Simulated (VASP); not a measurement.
# Mg2Sn (Fm-3m) in VASP: further runs, part 2 of 2

VASP 6.6.1. Earlier steps stand in the parts before.

## 3. Relaxation of cell and atoms, PBEsol

INCAR

```
PREC = Accurate
ENCUT = 600
EDIFF = 1E-7
ISMEAR = 1
SIGMA = 0.1
LREAL = False
LASPH = True
NELM = 80
ALGO = Normal
ISIF = 3
LWAVE = False
LCHARG = False
GGA = PS
IBRION = 2
NSW = 90
EDIFFG = -0.005
KPAR = 2
```

KPOINTS

```
Automatic mesh
0
Gamma
  10 10 10
```

POSCAR

```
Mg2Sn                                   
1.0
   -0.0000000000      3.3715653674      3.3715653674
    3.3715653674      0.0000000000      3.3715653674
    3.3715653674      3.3715653674      0.0000000000
  Mg              Sn            
     2     1
Direct
     0.2500000000000000    0.2500000000000000    0.2500000000000000
     0.7500000000000000    0.7500000000000000    0.7500000000000000
     0.0000000000000000    1.0000000000000000    0.0000000000000000
```

Potentials or basis: VASP PAW PBE potentials, release 64 (Mg, Sn_d).

Command:

```sh
> cat potpaw_PBE.64/Mg/POTCAR potpaw_PBE.64/Sn_d/POTCAR > POTCAR
> mpirun -np 2 vasp_std > vasp.out
```

It took 32 s on 2 MPI ranks of Intel Xeon 6975P-C (Granite Rapids), shared host; peak memory 0.28 GiB.

The run converged. Its results:

```
Free energy                            : -8.3333 eV
Relaxed volume                         : 25.53 Å³/atom
Relaxed cell                           : a = 4.767 Å, b = 4.767 Å, c = 4.767 Å, α = 60.00°, β = 60.00°, γ = 60.00°
Space group after relaxing (to 0.05 Å) : Fm-3m (No. 225)
Energy gained by relaxing              : 0.0 meV/atom
Ionic steps                            : 2
Pressure after relaxing                : 0.0 GPa
Band gap on the k mesh                 : none (metal or under the smearing width)
```

Final structure:
```yaml
crystal:
  lattice:
    - [0.00000, 3.37045, 3.37045]
    - [3.37045, 0.00000, 3.37045]
    - [3.37045, 3.37045, 0.00000]
  atoms:
    - { symbol: Mg, position: [0.25000, 0.25000, 0.25000] }
    - { symbol: Mg, position: [0.75000, 0.75000, 0.75000] }
    - { symbol: Sn, position: [0.00000, 0.00000, 0.00000] }
```

Levels at points of the mesh, in eV from the Fermi level:
```tsv
k point	band 5	band 6	band 7	band 8	band 9	band 10	band 11	band 12	band 13
(0.00, 0.00, 0.00)	-20.81	-9.13	0.03	0.03	0.03	1.44	2.21	2.21	2.21
(0.50, 0.00, 0.00)	-20.81	-7.86	-4.81	-0.80	-0.80	0.73	2.25	2.25	3.94
(0.50, 0.50, 0.00)	-20.81	-7.35	-4.58	-2.09	-2.09	-0.08	0.13	7.26	7.26
```

Caveat: the PAW data sets were made with another functional, which shifts forces and pressure a little; this crystal is a semiconductor, whose small gap the functional closes, so the metal is an error of the method.

## 4. Relaxation of cell and atoms, LDA

INCAR

```
  PREC = Accurate
  ENCUT = 600
  EDIFF = 1E-6
  ISMEAR = 1
  SIGMA = 0.1
  LREAL = F
  LASPH = T
  NELM = 80
  ALGO = Normal
  ISIF = 3
  LWAVE = F
  LCHARG = F
  IBRION = 2
  NSW = 90
  EDIFFG = -0.01
  KPAR = 2
```

KPOINTS

```
regular mesh
0
Gamma
  10 10 10
```

POSCAR

```
Mg2Sn
1.0
    0.0000000000      3.3695000000      3.3695000000
    3.3695000000      0.0000000000      3.3695000000
    3.3695000000      3.3695000000      0.0000000000
Mg Sn
2 1
Direct
    0.2500000000      0.2500000000      0.2500000000
    0.7500000000      0.7500000000      0.7500000000
    0.0000000000      0.0000000000      0.0000000000
```

Potentials or basis: VASP PAW LDA potentials, release 64 (Mg, Sn_d).

Command:

```sh
> cat potpaw_LDA.64/Mg/POTCAR potpaw_LDA.64/Sn_d/POTCAR > POTCAR
> mpirun -np 2 vasp_std > vasp.out
```

It took 30 s on 2 MPI ranks of AMD EPYC 9R45 (Zen 5), shared host; peak memory 0.2 GiB.

Results (log left out):

```yaml
Free_energy: -8.9375 eV
Relaxed_volume: 24.52 Å³/atom
Relaxed_cell: a = 4.703 Å, b = 4.703 Å, c = 4.703 Å, α = 60.00°, β = 60.00°, γ = 60.00°
Space_group_after_relaxing_to_0.05_Å: Fm-3m (No. 225)
Energy_gained_by_relaxing: 5.6 meV/atom
Ionic_steps: 2
Pressure_after_relaxing: 0.0 GPa
Band_gap_on_the_k_mesh: none (metal or under the smearing width)
```

Step by step:
| step | energy change (eV) | largest force (eV/Å) | pressure (GPa) | volume (Å³) |
| --- | --- | --- | --- | --- |
| 1 | 0.0000 | 0.0000 | -1.69 | 76.51 |
| 2 | -0.0167 | 0.0000 | -0.03 | 73.57 |

Final structure:
```cif
data_structure
_symmetry_space_group_name_H-M 'P 1'
_symmetry_Int_Tables_number 1
_cell_length_a 4.7033
_cell_length_b 4.7033
_cell_length_c 4.7033
_cell_angle_alpha 60.000
_cell_angle_beta 60.000
_cell_angle_gamma 60.000
_cell_volume 73.57
loop_
_atom_site_label
_atom_site_type_symbol
_atom_site_fract_x
_atom_site_fract_y
_atom_site_fract_z
_atom_site_occupancy
Mg1 Mg 0.25000 0.25000 0.25000 1
Mg2 Mg 0.75000 0.75000 0.75000 1
Sn1 Sn 0.00000 0.00000 0.00000 1
```

Levels at points of the mesh, in eV from the Fermi level:
```
           k point  band 6  band 7  band 8  band 9  band 10  band 11  band 12  band 13
(0.00, 0.00, 0.00)   -9.33    0.03    0.03    0.03     1.61     2.27     2.27     2.27
(0.50, 0.00, 0.00)   -8.00   -4.95   -0.82   -0.82     0.81     2.31     2.31     4.02
(0.50, 0.50, 0.00)   -7.46   -4.71   -2.15   -2.15    -0.08     0.15     7.44     7.44
```

Caveat: this crystal is a semiconductor, whose small gap the functional closes, so the metal is an error of the method. LDA usually gives volumes a few per cent too small.

## 5. Relaxation of cell and atoms, LDA

This run uses another cell than the first one, of 24.52 Å³/atom, 0.962 times its volume.

Edit INCAR of step 4 so:

```diff
@@ -2,3 +2,3 @@
   ENCUT = 600
-  EDIFF = 1E-6
+  EDIFF = 1E-7
   ISMEAR = 1
@@ -14,3 +14,3 @@
   NSW = 90
-  EDIFFG = -0.01
+  EDIFFG = -0.005
   KPAR = 2
```

KPOINTS is that of step 4.

POSCAR

```
Mg2Sn                                   
1.0
    0.0000000000      3.3257183287      3.3257183287
    3.3257183287      0.0000000000      3.3257183287
    3.3257183287      3.3257183287      0.0000000000
  Mg              Sn            
     2     1
Direct
     0.2500000000000000    0.2500000000000000    0.2500000000000000
     0.7500000000000000    0.7500000000000000    0.7500000000000000
     1.0000000000000000    1.0000000000000000    0.0000000000000000
```

Command:

```sh
> cat potpaw_LDA.64/Mg/POTCAR potpaw_LDA.64/Sn_d/POTCAR > POTCAR
> mpirun -np 2 vasp_std > vasp.out
```

It took 20 s on 2 MPI ranks of AMD EPYC 9R45 (Zen 5), shared host; peak memory 0.2 GiB.

It converged, with:

```yaml
Free_energy: -8.9374 eV
Pressure_after_relaxing: 0.0 GPa
Band_gap_on_the_k_mesh: none (metal or under the smearing width)
```

Final structure:
```cif
data_structure
_symmetry_space_group_name_H-M 'P 1'
_symmetry_Int_Tables_number 1
_cell_length_a 4.7033
_cell_length_b 4.7033
_cell_length_c 4.7033
_cell_angle_alpha 60.000
_cell_angle_beta 60.000
_cell_angle_gamma 60.000
_cell_volume 73.57
loop_
_atom_site_label
_atom_site_type_symbol
_atom_site_fract_x
_atom_site_fract_y
_atom_site_fract_z
_atom_site_occupancy
Mg1 Mg 0.25000 0.25000 0.25000 1
Mg2 Mg 0.75000 0.75000 0.75000 1
Sn1 Sn 0.00000 0.00000 0.00000 1
```

Levels at points of the mesh, in eV from the Fermi level:
```tsv
k point	band 6	band 7	band 8	band 9	band 10	band 11	band 12	band 13
(0.00, 0.00, 0.00)	-9.33	0.03	0.03	0.03	1.61	2.27	2.27	2.27
(0.50, 0.00, 0.00)	-8.00	-4.95	-0.82	-0.82	0.81	2.31	2.31	4.02
(0.50, 0.50, 0.00)	-7.46	-4.71	-2.15	-2.15	-0.08	0.15	7.44	7.44
```

Caveat: the relaxation stopped at its first step, so nothing moved; this crystal is a semiconductor, whose small gap the functional closes, so the metal is an error of the method.

## 6. Relaxation of cell and atoms, r2SCAN

INCAR

```
PREC = Accurate ; ENCUT = 600
EDIFF = 1E-6 ; ISMEAR = 1
SIGMA = 0.1 ; LREAL = F
LASPH = T ; NELM = 80
ALGO = Normal ; ISIF = 3
LWAVE = F ; LCHARG = F
METAGGA = R2SCAN ; LMIXTAU = T
IBRION = 2 ; NSW = 90
EDIFFG = -0.01
```

KPOINTS

```
Automatic mesh
0
Gamma
  10 10 10
```

POSCAR

```
Mg2Sn
1.0
    0.0000000000      3.3695000000      3.3695000000
    3.3695000000      0.0000000000      3.3695000000
    3.3695000000      3.3695000000      0.0000000000
Mg Sn
2 1
Direct
    0.2500000000      0.2500000000      0.2500000000
    0.7500000000      0.7500000000      0.7500000000
    0.0000000000      0.0000000000      0.0000000000
```

Potentials or basis: VASP PAW PBE potentials, release 64 (Mg, Sn_d).

Command:

```sh
> cat potpaw_PBE.64/Mg/POTCAR potpaw_PBE.64/Sn_d/POTCAR > POTCAR
> mpirun -np 1 vasp_std > vasp.out
```

Wall time 5 min (1 thread of Intel Xeon Platinum 8488C (Sapphire Rapids), shared host); peak memory 0.31 GiB.

The run converged. Its results:

| Item | Value |
| --- | --- |
| Free energy | -33.8304 eV |
| Relaxed volume | 25.61 Å³/atom |
| Relaxed cell | a = 4.772 Å, b = 4.772 Å, c = 4.772 Å, α = 60.00°, β = 60.00°, γ = 60.00° |
| Space group after relaxing (to 0.05 Å) | Fm-3m (No. 225) |
| Energy gained by relaxing | 0.1 meV/atom |
| Ionic steps | 3 |
| Pressure after relaxing | 0.0 GPa |
| Band gap on the k mesh | 0.18 eV, indirect (least direct gap 2.02 eV) |

Step by step:
```tsv
step	energy change (eV)	largest force (eV/Å)	pressure (GPa)	volume (Å³)
1	0.0000	0.0000	0.15	76.51
2	-0.0003	0.0000	0.08	76.78
3	-0.0003	0.0000	0.03	76.84
```

Final structure:
```cif
data_structure
_symmetry_space_group_name_H-M 'P 1'
_symmetry_Int_Tables_number 1
_cell_length_a 4.7721
_cell_length_b 4.7721
_cell_length_c 4.7721
_cell_angle_alpha 60.000
_cell_angle_beta 60.000
_cell_angle_gamma 60.000
_cell_volume 76.84
loop_
_atom_site_label
_atom_site_type_symbol
_atom_site_fract_x
_atom_site_fract_y
_atom_site_fract_z
_atom_site_occupancy
Mg1 Mg 0.25000 0.25000 0.25000 1
Mg2 Mg 0.75000 0.75000 0.75000 1
Sn1 Sn 0.00000 0.00000 0.00000 1
```

Levels at points of the mesh, in eV from the valence-band top:
```csv
k point,band 6,band 7,band 8,band 9,band 10,band 11,band 12,band 13
"(0.00, 0.00, 0.00)",-9.51,0.00,0.00,0.00,2.04,2.41,2.41,2.41
"(0.50, 0.00, 0.00)",-8.17,-4.98,-0.88,-0.88,1.14,2.49,2.49,4.54
"(0.50, 0.50, 0.00)",-7.63,-4.74,-2.22,-2.22,0.18,0.41,7.92,7.92
```

Caveat: the PAW data sets were made with another functional, which shifts forces and pressure a little; spin-orbit coupling is left out, which moves the levels of the heavy elements.

## 7. Overview

| level | potentials or basis | gap on the mesh (eV) | pressure (GPa) | relaxed volume (Å³/atom) |
| --- | --- | --- | --- | --- |
| PBEsol | VASP PAW PBE potentials, release 64 (Mg, Sn_d) | none | 0.0 | 25.53 |
| LDA | VASP PAW LDA potentials, release 64 (Mg, Sn_d) | none | 0.0 | - |
| r2SCAN | VASP PAW PBE potentials, release 64 (Mg, Sn_d) | 0.18 | 0.0 | 25.61 |

Alike in all rows: task relaxation of cell and atoms; no spin polarisation; cell relaxed; k mesh 10 × 10 × 10; cutoff (eV) 600; smearing methfessel-paxton 0.1 eV.

Caveats: the PAW data sets were made with another functional, which shifts forces and pressure a little (some runs); this crystal is a semiconductor, whose small gap the functional closes, so the metal is an error of the method (some runs); the relaxation stopped at its first step, so nothing moved (some runs); spin-orbit coupling is left out, which moves the levels of the heavy elements (some runs).

Total energies depend on the potentials used, so only differences within one code and one set of settings carry meaning.
